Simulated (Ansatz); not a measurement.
**BaF2: excitons and shallow donors from band masses and screening**

Level of theory: DFT PBE, scalar-relativistic, plane waves, PAW in Ansatz 0.2.0.

Settings: cutoff 420 eV, Γ-centred mesh 6×6×6 on the computed 3-atom cell, Gaussian smearing of 0.02 eV; no spin polarisation.

Relaxed cell: Fm-3m, a = 6.246 Å, b = 6.246 Å, c = 6.246 Å, α = 90.00°, β = 90.00°, γ = 90.00°, 3 atoms in the primitive cell.

The calculation gives a Kohn–Sham gap of 6.73 eV, an electron mass of 0.492 mₑ and a hole mass of 3.94 mₑ (harmonic means over x, y, z and over the bands degenerate at each edge), and ε∞ = 2.50 (independent particles, mean of the diagonal).

Estimate the binding energy and radius of a Wannier–Mott exciton and of a shallow donor, and say whether the hydrogenic model can hold.

The reduced mass is μ = mₙmₕ/(mₙ + mₕ) = 0.437 mₑ, with mₙ and mₕ the band masses. With E_b = 13.606 eV × μ/ε² and a = 0.529 Å × ε/μ (μ in mₑ) the exciton has E_b = 956 meV and a = 3.0 Å. For a donor μ is the electron mass: 1075 meV and 2.7 Å. The radius isn't large against the shortest lattice vector (4.42 Å), so the continuum picture is doubtful and the numbers are only a scale. In a polar crystal the ions screen too, so a state bound more weakly than an optical phonon feels the larger static constant, which lowers the energy and widens the orbit. The other way, the small Kohn–Sham gap and the missing local fields make ε∞ too large and the masses tend to be too light, which underbinds. The edges lie at different points of the zone, so the exciton is indirect.

Spin-orbit coupling is left out, which matters for the bands of heavy elements.